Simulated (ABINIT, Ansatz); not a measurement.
**ZnSe (Stilleite): bands and cutoff in G0W0 with ABINIT**

What does each rung of G0W0 on ZnSe (Stilleite) cost, and what does it buy?

Calculated with ABINIT 10.8.3; PBE and many-body steps on it, plane waves.

### 1. The structure

Symmetry: F-43m, No. 216, cubic system. The conventional cell has a = 5.668 Å, b = 5.668 Å, c = 5.668 Å, α = 90.00°, β = 90.00°, γ = 90.00°. Nearest to Zn lie 4 Se at 2.45 Å. Nearest to Se lie 4 Zn at 2.45 Å. Farther neighbours and most contacts between anions are not listed.

The cell and positions come from the Crystallography Open Database and are kept as given unless a step says otherwise.

### 2. Empty states on the mesh, 4×4×4 mesh, 322 bands

This step: ABINIT 10.8.3; DFT, PBE, plane waves, norm-conserving pseudopotentials.

The sums over transitions need many empty states on a uniform mesh; this step solves for them.

Contents of run.abi:

```
acell 3*1.0 Angstrom
rprim 
  -0.000000000000 2.833800000000 2.833800000000
  2.833800000000 0.000000000000 2.833800000000
  2.833800000000 2.833800000000 -0.000000000000
ntypat 2
znucl 30 34
natom 2
typat 1 2
xred 
  0.000000000000 0.000000000000 0.000000000000
  0.250000000000 0.250000000000 0.250000000000
pp_dirpath "pseudos"
pseudos "Zn.upf, Se.upf"
ecut 48
ngkpt 4 4 4
nshiftk 1
shiftk 0 0 0
kptopt 1
chksymbreak 0
irdden 1
istwfk *1
nband 322
prtvol 0
optdriver 6
gwr_task "HDIAGO"
paral_kgb 0
occopt 1
indata_prefix "in"
outdata_prefix "out"
tmpdata_prefix "tmp"
```

Started as:

```sh
> OMP_NUM_THREADS=1 mpirun -n 4 abinit run.abi > log
```

The program printed:

```text
.Version 10.8.3 of ABINIT. v10.8.2 released Aug 2026.

 Symmetries : space group F-4 3 m (#216); Bravais cF (face-center cubic)
[... echo of the input left out ...]
== DATASET  1 ==================================================================
-   mpi_nproc: 4, omp_nthreads: 1 (-1 if OMP is not activated)

--- !DatasetInfo
iteration_state: {dtset: 1, }
dimensions: {natom: 2, nkpt: 8, mband: 322, nsppol: 1, nspinor: 1, nspden: 1, mpw: 4910, }
cutoff_energies: {ecut:  48.0, pawecutdg:  -1.0, }
[...]
Direct band gap semiconductor
 Fundamental gap:     1.289 (eV)
   VBM:     4.164 (eV) at k: [ 0.0000E+00,  0.0000E+00,  0.0000E+00]
   CBM:     5.453 (eV) at k: [ 0.0000E+00,  0.0000E+00,  0.0000E+00]
 Direct gap:         1.289 (eV) at k: [ 0.0000E+00,  0.0000E+00,  0.0000E+00]

== END DATASET(S) ==============================================================
================================================================================

 -outvars: echo values of variables after computation  --------
           etotal      0.0000000000E+00
            nband         322
             nkpt           8
          spgroup         216
 [... the other variables as echoed above ...]

 Calculation completed.
```

Wall time 4.9 min (4 MPI ranks of Intel Xeon Platinum 8259CL at 2.50GHz (Skylake/Cascade Lake), shared host); peak memory 5.4 GiB; 19 min of CPU time.

Numbers from this step:

| Quantity | Value |
| --- | --- |
| gap | 1.289 eV |
| k of the valence top | 0, 0, 0 |
| k of the conduction bottom | 0, 0, 0 |
| least direct gap | 1.289 eV |
| k points computed | 8 |
| lowest point of the top converged band, above the valence top | 188.7951 eV |

On this mesh the gap is 1.289 eV.

The density comes from a self-consistent run that is not shown.

### 3. Screening, 4×4×4 mesh, 58 bands, screening to 95.2 eV

The RPA dielectric matrix is built and inverted for each q.

This step: RPA screening on PBE, plane waves, norm-conserving pseudopotentials.

run.abi, as its differences from that of step 2:

```diff
@@ -20,10 +20,11 @@
 chksymbreak 0
-irdden 1
 istwfk *1
-nband 322
-prtvol 0
-optdriver 6
-gwr_task "HDIAGO"
-paral_kgb 0
 occopt 1
+irdwfk 1
+optdriver 3
+nband 58
+ecuteps 3.5
+inclvkb 2
+awtr 1
+symchi 1
 indata_prefix "in"
```

The program printed:

```text
.Version 10.8.3 of ABINIT. v10.8.2 released Aug 2026.

 Symmetries : space group F-4 3 m (#216); Bravais cF (face-center cubic)
[... echo of the input left out ...]
== DATASET  1 ==================================================================
-   mpi_nproc: 4, omp_nthreads: 1 (-1 if OMP is not activated)

--- !DatasetInfo
iteration_state: {dtset: 1, }
dimensions: {natom: 2, nkpt: 8, mband: 58, nsppol: 1, nspinor: 1, nspden: 1, mpw: 4910, }
cutoff_energies: {ecut:  48.0, pawecutdg:  -1.0, }
electrons: {nelect:   4.40000000E+01, charge:   0.00000000E+00, occopt:   1.00000000E+00, tsmear:   1.00000000E-02, }

 SCREENING: Calculation of the susceptibility and dielectric matrices

 Based on a program developped by R.W. Godby, V. Olevano, G. Onida, and L. Reining.
 Incorporated in ABINIT by V. Olevano, G.-M. Rignanese, and M. Torrent.
.Using double precision arithmetic ; gwpc =  8

[... cell and pseudopotentials left out ...]
--------------------------------------------------------------------------------

 ==== K-mesh for the wavefunctions ====
 Number of points in the irreducible wedge :     8
[... list of points left out ...]
 Together with 24 symmetry operations and time-reversal symmetry
 yields    64 points in the full Brillouin Zone.

 ==== Q-mesh for the screening function ====
 Number of points in the irreducible wedge :     8
[... list of points left out ...]
 Together with 24 symmetry operations and time-reversal symmetry
 yields    64 points in the full Brillouin Zone.

 setmesh: FFT mesh size selected  =    30x   30x   30
          total number of points  =        27000

 vcoul_init : cutoff-mode = AUXILIARY_FUNCTION
 q-points for optical limit:   1
     1)      0.000010    0.000020    0.000030

- screening: taking advantage of time-reversal symmetry
- Maximum band index for partially occupied states nbvw = 22
- Remaining bands to be divided among processors   nbcw = 36
- Number of bands treated by each node ~9

 Number of electrons calculated from density =   44.0000; Expected =   44.0000
 average of density, n =  0.143258
 r_s =    1.1856
 omega_plasma =   36.5103 [eV]

 calculating chi0 at frequencies [eV] :
  1    0.000000E+00    0.000000E+00
  2    0.000000E+00    3.651025E+01

--------------------------------------------------------------------------------
  q-point number  1        q = ( 0.000000, 0.000000, 0.000000) [r.l.u.]
--------------------------------------------------------------------------------
[... chi0 elements left out ...]
 For q-point:  0.000010 0.000020 0.000030
  dielectric constant =  13.4601
  dielectric constant without local fields =  14.4375

  Average fulfillment of the sum rule on Im[epsilon] for q-point    1 :     21.24  [%]
[... wings left out ...]
  q-point number  2        q = ( 0.250000, 0.000000, 0.000000) [r.l.u.]
--------------------------------------------------------------------------------
[... chi0 elements left out ...]
  Average fulfillment of the sum rule on Im[epsilon] for q-point    2 :     26.92  [%]

 [... 6 further q-points ...]
```

Wall time 51 s (4 MPI ranks); peak memory 0.86 GiB; 3.4 min of CPU time.

This step gave:

* ε∞ with local fields, on this mesh, along the program's q direction: 13.46
* the same without local fields: 14.44
* plasma frequency: 36.51 eV
* plane waves in the screening matrix: 113

Local fields lower ε∞ by 7 %. On a Γ-centred mesh this coarse the value itself is usually too large, while a short band sum pulls it down.

### 4. 58 bands, 95.2 eV

The self-energy is evaluated for the states that the input lists, and the levels follow from it, in one-shot runs by the linearised quasiparticle equation.

This step: G0W0 on PBE, plane waves, norm-conserving pseudopotentials.

run.abi, as its differences from that of step 3:

```diff
@@ -23,8 +23,15 @@
 irdwfk 1
-optdriver 3
+optdriver 4
 nband 58
+gwcalctyp 0
+ecutsigx 48
+symsigma 1
+nkptgw 1
+kptgw 
+  0.0000000000 0.0000000000 0.0000000000
+bdgw 
+  20 26
 ecuteps 3.5
-inclvkb 2
-awtr 1
-symchi 1
+irdscr 1
+ppmodel 1
 indata_prefix "in"
```

The program printed:

```text
.Version 10.8.3 of ABINIT. v10.8.2 released Aug 2026.

 Symmetries : space group F-4 3 m (#216); Bravais cF (face-center cubic)
[... echo of the input left out ...]
== DATASET  1 ==================================================================
-   mpi_nproc: 4, omp_nthreads: 1 (-1 if OMP is not activated)

--- !DatasetInfo
iteration_state: {dtset: 1, }
dimensions: {natom: 2, nkpt: 8, mband: 58, nsppol: 1, nspinor: 1, nspden: 1, mpw: 4910, }
cutoff_energies: {ecut:  48.0, pawecutdg:  -1.0, }
electrons: {nelect:   4.40000000E+01, charge:   0.00000000E+00, occopt:   1.00000000E+00, tsmear:   1.00000000E-02, }

 SIGMA: Calculation of the GW corrections

 Based on a program developped by R.W. Godby, V. Olevano, G. Onida, and L. Reining.
 Incorporated in ABINIT by V. Olevano, G.-M. Rignanese, and M. Torrent.
.Using double precision arithmetic ; gwpc =  8

[... cell and pseudopotentials left out ...]
--------------------------------------------------------------------------------

 ==== K-mesh for the wavefunctions ====
 Number of points in the irreducible wedge :     8
[... list of points left out ...]
 Together with 24 symmetry operations and time-reversal symmetry
 yields    64 points in the full Brillouin Zone.

 ==== Q-mesh for screening function ====
 Number of points in the irreducible wedge :     8
[... list of points left out ...]
 Together with 24 symmetry operations and time-reversal symmetry
 yields    64 points in the full Brillouin Zone.

 vcoul_init : cutoff-mode = AUXILIARY_FUNCTION
 q-points for optical limit:   1
     1)      0.000010    0.000020    0.000030
 setmesh: FFT mesh size selected  =    48x   48x   48
          total number of points  =       110592

 Number of electrons calculated from density =   44.0000; Expected =   44.0000
 average of density, n =  0.143258
 r_s =    1.1856
 omega_plasma =   36.5103 [eV]

 === KS Band Gaps ===
  >>>> For spin  1
   Minimum direct gap =   1.2885 [eV], located at k-point      :   0.0000  0.0000  0.0000
   Fundamental gap    =   1.2885 [eV], Top of valence bands at :   0.0000  0.0000  0.0000
                                       Bottom of conduction at :   0.0000  0.0000  0.0000
 SIGMA fundamental parameters:
 PLASMON POLE MODEL  1
 number of plane-waves for SigmaX                 4909
 number of plane-waves for SigmaC and W            113
 number of plane-waves for wavefunctions          4909
 number of bands                                    58
 number of independent spin polarizations            1
 number of spinorial components                      1
 number of k-points in IBZ                           8
 number of q-points in IBZ                           8
 number of symmetry operations                      24
 number of k-points in BZ                           64
 number of q-points in BZ                           64
 number of frequencies for dSigma/dE                 9
 frequency step for dSigma/dE [eV]                0.25
 number of omega for Sigma on real axis              0
 max omega for Sigma on real axis  [eV]           0.00
 zcut for avoiding poles [eV]                     0.10

 EPSILON^-1 parameters (SCR file):
 dimension of the eps^-1 matrix on file            113
 dimension of the eps^-1 matrix used               113
 number of plane-waves for wavefunctions          4909
 number of bands                                    58
 number of q-points in IBZ                           8
 number of frequencies                               2
 number of real frequencies                          1
 number of imag frequencies                          1

 matrix elements of self-energy operator (all in [eV])

 Perturbative Calculation

--- !SelfEnergy_ee
iteration_state: {dtset: 1, }
kpoint     : [   0.000,    0.000,    0.000, ]
spin       : 1
KS_gap     :    1.289
QP_gap     :    2.013
Delta_QP_KS:    0.725
data: !SigmaeeData |
     Band     E0 <VxcDFT>   SigX SigC(E0)      Z dSigC/dE  Sig(E)    E-E0       E
       20   4.164 -17.093 -19.827   2.458   0.798  -0.253 -17.314  -0.221   3.944
       21   4.164 -17.093 -19.827   2.458   0.798  -0.253 -17.314  -0.221   3.944
       22   4.164 -17.093 -19.827   2.458   0.798  -0.253 -17.314  -0.221   3.944
       23   5.453 -12.787  -8.817  -3.353   0.816  -0.226 -12.284   0.504   5.957
       24   9.979 -11.028  -6.246  -3.945   0.813  -0.230 -10.348   0.681  10.659
       25   9.979 -11.028  -6.246  -3.945   0.813  -0.230 -10.348   0.681  10.659
       26   9.979 -11.028  -6.246  -3.945   0.813  -0.230 -10.348   0.681  10.659

== END DATASET(S) ==============================================================
================================================================================

 -outvars: echo values of variables after computation  --------
           etotal      0.0000000000E+00
            nband          58
             nkpt           8
          spgroup         216
 [... the other variables as echoed above ...]

 Calculation completed.
```

Wall time 9.1 s (4 MPI ranks); peak memory 0.94 GiB.

Numbers from this step:

| Property | Result |
| --- | --- |
| G0W0 gap on the points computed | 2.013 eV |
| starting gap on the mesh | 1.289 eV |
| k of the valence top | 0, 0, 0 |
| k of the conduction bottom | 0, 0, 0 |
| Z at the valence top | 0.798 |
| Z at the conduction bottom | 0.816 |
| least direct G0W0 gap on the computed points | 2.013 eV |

The gap on the mesh goes from 1.29 eV to 2.01 eV, a correction of +0.72 eV.

### 5. Screening, 4×4×4 mesh, 141 bands, screening to 176.9 eV

This step: RPA screening on PBE, plane waves, norm-conserving pseudopotentials.

run.abi, as its differences from that of step 4:

```diff
@@ -23,15 +23,8 @@
 irdwfk 1
-optdriver 4
-nband 58
-gwcalctyp 0
-ecutsigx 48
-symsigma 1
-nkptgw 1
-kptgw 
-  0.0000000000 0.0000000000 0.0000000000
-bdgw 
-  20 26
-ecuteps 3.5
-irdscr 1
-ppmodel 1
+optdriver 3
+nband 141
+ecuteps 6.5
+inclvkb 2
+awtr 1
+symchi 1
 indata_prefix "in"
```

The program printed:

```text
.Version 10.8.3 of ABINIT. v10.8.2 released Aug 2026.

 Symmetries : space group F-4 3 m (#216); Bravais cF (face-center cubic)
[... echo of the input left out ...]
== DATASET  1 ==================================================================
-   mpi_nproc: 4, omp_nthreads: 1 (-1 if OMP is not activated)

--- !DatasetInfo
iteration_state: {dtset: 1, }
dimensions: {natom: 2, nkpt: 8, mband: 141, nsppol: 1, nspinor: 1, nspden: 1, mpw: 4910, }
cutoff_energies: {ecut:  48.0, pawecutdg:  -1.0, }
electrons: {nelect:   4.40000000E+01, charge:   0.00000000E+00, occopt:   1.00000000E+00, tsmear:   1.00000000E-02, }

 SCREENING: Calculation of the susceptibility and dielectric matrices

 Based on a program developped by R.W. Godby, V. Olevano, G. Onida, and L. Reining.
 Incorporated in ABINIT by V. Olevano, G.-M. Rignanese, and M. Torrent.
.Using double precision arithmetic ; gwpc =  8

[... cell and pseudopotentials left out ...]
--------------------------------------------------------------------------------

 ==== K-mesh for the wavefunctions ====
 Number of points in the irreducible wedge :     8
[... list of points left out ...]
 Together with 24 symmetry operations and time-reversal symmetry
 yields    64 points in the full Brillouin Zone.

 ==== Q-mesh for the screening function ====
 Number of points in the irreducible wedge :     8
[... list of points left out ...]
 Together with 24 symmetry operations and time-reversal symmetry
 yields    64 points in the full Brillouin Zone.

 setmesh: FFT mesh size selected  =    32x   32x   32
          total number of points  =        32768

 vcoul_init : cutoff-mode = AUXILIARY_FUNCTION
 q-points for optical limit:   1
     1)      0.000010    0.000020    0.000030

- screening: taking advantage of time-reversal symmetry
- Maximum band index for partially occupied states nbvw = 22
- Remaining bands to be divided among processors   nbcw = 119
- Number of bands treated by each node ~29

 Number of electrons calculated from density =   44.0000; Expected =   44.0000
 average of density, n =  0.143258
 r_s =    1.1856
 omega_plasma =   36.5103 [eV]

 calculating chi0 at frequencies [eV] :
  1    0.000000E+00    0.000000E+00
  2    0.000000E+00    3.651025E+01

--------------------------------------------------------------------------------
  q-point number  1        q = ( 0.000000, 0.000000, 0.000000) [r.l.u.]
--------------------------------------------------------------------------------
[... chi0 elements left out ...]
 For q-point:  0.000010 0.000020 0.000030
  dielectric constant =  13.5305
  dielectric constant without local fields =  14.4770

  Average fulfillment of the sum rule on Im[epsilon] for q-point    1 :     41.36  [%]
[... wings left out ...]
  q-point number  2        q = ( 0.250000, 0.000000, 0.000000) [r.l.u.]
--------------------------------------------------------------------------------
[... chi0 elements left out ...]
  Average fulfillment of the sum rule on Im[epsilon] for q-point    2 :     48.48  [%]

 [... 6 further q-points ...]
```

The job ended after 3.8 min (4 MPI ranks; peak memory 1.4 GiB).

Numbers from this step:

- ε∞ with local fields, on this mesh, along the program's q direction: 13.53
- the same without local fields: 14.48
- plasma frequency: 36.51 eV
- plane waves in the screening matrix: 259

[end of part 1 of 2]

[Paths, hosts, dates, memory and timing lines, banners, echoed tables and standing remarks are left out of the program output.]

[Logs are printed without paths, hosts, clocks, repeated set-up lines and the standing remarks that a program may print on its own settings, such as how far it seeks lower states.]

[Runs of the session that timed out or met a known fault of the program may be left out.]

[Hosts, paths, dates, database ids (printed as entryN), source tags and the programs' standing remarks are cut or masked in the printed files.]

[G0W0 gaps are taken among the corrected bands and points alone; a level outside them can change the order at an edge.]

[Where Ansatz stands beside ABINIT at settings called matched, ABINIT's density can come from a denser mesh and the files from another edition; pairs whose starting gaps differed by over 0.03 eV were left out, so agreement reads better than it is.]
